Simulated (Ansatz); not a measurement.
Ansatz input file:

```yaml
crystal:
  lattice:
    - [0.0, 2.7077196971, 4.2706695932]
    - [1.7058978516, 0.0, 4.2706695932]
    - [1.7058978516, 2.7077196971, 0.0]
  atoms:
    - { symbol: Si, position: [0.1807743724, 0.8192256276, 0.1807743724] }
    - { symbol: Si, position: [0.8192256276, 0.1807743724, 0.8192256276] }
basis:
  ecutwfc: 420
kpoints:
  mp_grid: { grid: [16, 16, 16] }
hamiltonian:
  xc: pbesol
scf:
  occupations: { method: gaussian, width: 0.1 }
output:
  forces: true
  stress: true
  eigenvalues: true
  populations: true
```

It can be run as
```bash
ansatz run input.yaml --threads 1 --pin off --backend cpu --events-out ev --progress --plain --runs-dir out  # memory cap (--max-ram) not shown
```

Computed with DFT PBEsol, scalar-relativistic, plane waves, PAW (Ansatz 0.2.0).

Abridged output (iterations and final results):

```
SCF iter   1: F=—  HF=-1237.296240 eV  |F-HF|=—  |Δ(HF+E_count)|=         —  Δρ=3.93e-3  dr2=6.63e-3  ethr=1.77e-3  ⟨swp⟩=6.1  Hψ=47970  notcnv=0
SCF iter   2: F=—  HF=-1237.295730 eV  |F-HF|=—  |Δ(HF+E_count)|=   5.10e-4  Δρ=2.12e-3  dr2=2.18e-3  ethr=8.29e-5  ⟨swp⟩=1.0  Hψ=9951  notcnv=0
SCF iter   3: F=—  HF=-1237.295946 eV  |F-HF|=—  |Δ(HF+E_count)|=   2.16e-4  Δρ=2.45e-4  dr2=2.57e-5  ethr=2.72e-5  ⟨swp⟩=2.8  Hψ=7652  notcnv=0
SCF iter   4: F=—  HF=-1237.295972 eV  |F-HF|=—  |Δ(HF+E_count)|=   2.58e-5  Δρ=4.68e-5  dr2=1.34e-6  ethr=3.21e-7  ⟨swp⟩=2.8  Hψ=7586  notcnv=0
SCF iter   5: F=-1237.295973 eV  HF=-1237.295973 eV  |F-HF|=4.94e-9  |Δ(HF+E_count)|=   9.11e-7  Δρ=9.26e-6  dr2=4.62e-8  ethr=1.67e-8  ⟨swp⟩=2.0  Hψ=7123  notcnv=0
SCF iter   6: F=-1237.295973 eV  HF=-1237.295973 eV  |F-HF|=1.89e-10  |Δ(HF+E_count)|=   7.18e-9  Δρ=1.42e-6  dr2=1.24e-9  ethr=5.78e-10  ⟨swp⟩=3.1  Hψ=21919  notcnv=0
SCF 1 converged in 6 iterations: F = -1237.295973 eV  dr2 = 1.24e-9
SCF converged after 6 iterations
Free energy (F): -1237.295973 eV
Harris-Foulkes:  -1237.295973 eV  (|F-HF|=1.89e-10)
Internal energy: -1237.294600 eV  (E = F + TS)
E sigma→0 (E₀):  -1237.295287 eV
Entropy (-TS):   -0.001372 eV (-0.686 meV/atom)
Fermi energy:    5.952490 eV
--- Per-component energies (eV) ---
  E_band       = 0.429449
  E_kinetic    = 95.943311
  E_local      = -144.673025  (includes V_loc(G=0)·N_el)
  E_nonlocal   = 64.353608
  E_hartree    = 46.323653
  E_xc         = -115.682196
  E_vxc        = -101.280308  (∫ρ·V_xc dr)
  E_paw        = -1000.039252  (= ΣΔE_a)
  E_vpaw       = -6.561731  (= ΣTr[D̂ρ^β])
  E_aug_tail   = 0.000013  (compensation charges beyond the density's cutoff)
  E_ewald      = -183.583832
  E_core_change = 0.063121  (= ΣΔE_core)
  E_smearing   = -0.001372  (= −TS)
--- Forces (eV/Å), atoms counted from 1 ---
  atom   1  Si     0.00000000    -2.42543438     0.00000000
  atom   2  Si     0.00000000     2.42543438     0.00000000
--- Stress (GPa, compression-positive) ---
      131.361823       0.000000       0.000000
        0.000000      93.276121       0.000000
        0.000000       0.000000      -1.418168
  P = ⅓ Tr σ = 74.4066 GPa (744.066 kbar)
--- Band table (eV; the first three rows and the last of 621) ---
  k-point 0: bands = ["-7.8555", "2.0512", "4.3353", "6.1641", "7.3624", "9.0794", "9.6930", "13.5410"]
  k-point 1: bands = ["-7.7887", "2.0884", "4.0762", "5.8709", "7.4688", "9.2377", "9.8388", "13.7281"]
  k-point 2: bands = ["-7.5890", "2.2028", "3.3306", "5.3231", "7.7836", "9.2538", "10.4335", "12.5398"]
  k-point 620: bands = ["-7.6743", "0.3976", "4.2759", "6.1586", "8.9798", "9.6463", "13.2951", "13.4504"]
--- Löwdin populations: 2 sites ---
  site symbol q [e]
     0     Si      3.9328
     1     Si      3.9328
  spilling = 0.016793 (of n_electrons = 8.000000)
```

Self-consistency was reached.